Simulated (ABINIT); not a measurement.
Runs of ABINIT 10.8.3 (patched build) on InAs. Symmetry: Fm-3m, No. 225, cubic system. The conventional cell has a = 5.755 Å, b = 5.755 Å, c = 5.755 Å, α = 90.00°, β = 90.00°, γ = 90.00°. In (site symmetry m-3m) is surrounded by 6 As at 2.88 Å. Around As (site symmetry m-3m) lie 6 In at 2.88 Å. Measurements of this composition are mostly on another form, of space group No. 216.

```tsv
level	gap on the mesh (eV)	pressure (GPa)
SCAN	none	-2.7
r2SCAN	none	-2.5
BLYP	none	4.2
PBEsol	none	(b)
LDA	none	(a)
```

Alike in all rows: task band structure; potentials or basis JTH PAW PBE v2.0; no spin polarisation; cell as given; k mesh 8 × 8 × 8; cutoff (eV) 707; smearing fermi-dirac 0.05 eV.

**Question.** Fill in the values left out.

**Answer.** (a) -5.3; (b) -3.6.

Caveats: the PAW data sets were made with another functional, which shifts forces and pressure a little; spin-orbit coupling is left out, which moves the levels of the heavy elements.

A k mesh can miss the band edges, and the runs leave out spin-orbit coupling on As, In.

A gap of «none» marks a metal or a gap under the smearing width.
